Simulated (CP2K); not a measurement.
# BN under changes of volume

One of the cells (5.959 Å³/atom); the others are scaled copies at fixed shape and fractional positions:

```
N B
1.0
     2.56397    0.00000    0.00000
     1.28199    2.22046    0.00000
     1.28199    0.74015    2.09347
N B
1 1
Direct
  0.25000 0.25000 0.25000
  0.00000 0.00000 0.00000
```

The cell is a database's computed one.

| Item | Value |
| --- | --- |
| Program | CP2K 2026.2 |
| Functional | r2SCAN |
| Potentials or basis | POTENTIAL_UZH N GTH-SCAN-q5, B GTH-SCAN-q3; TZVP-MOLOPT-SCAN-GTH basis |
| Density cutoff | 9184 eV |
| k mesh | 13 × 13 × 13 |
| Occupations | fermi-dirac, width 0.05 eV |
| Spin | no spin polarisation |

```csv
volume (Å³/atom),energy over the lowest point (meV/atom),pressure (GPa),gap on the mesh (eV)
5.602,17.13,20.7,5.15
5.721,?,?,?
5.840,0.00,2.9,5.09
5.959,0.81,-4.9,5.06
6.078,7.10,-11.9,5.03
6.198,18.41,-18.4,5.00
6.317,34.29,-24.2,4.97
```

Q: What does the run at 5.721 Å³/atom give?

A: Energy over the lowest point 5.24 meV/atom; pressure 11.4 GPa; gap on the mesh 5.12 eV.

Worked out: A Birch-Murnaghan fit of order 3 (a polynomial in V^(-2/3)) to the other rows has its minimum at 5.88 Å³/atom with B0 = V·E''(V) = 387 GPa and B' = 3.7. It gives 5.25 meV/atom at 5.721 Å³/atom, against the run's 5.24, and -dE/dV = 11.4 GPa, against 11.4. A straight line through the other rows of the gap, of slope -1.5 eV per unit of ln V, gives 5.12 eV, against the run's 5.12.

Energies are extrapolated to zero smearing.

Caveats: an odd mesh through Γ misses points on the zone boundary, where band edges often lie; the basis of atomic orbitals isn't converged, which shifts pressures, moduli and gaps.
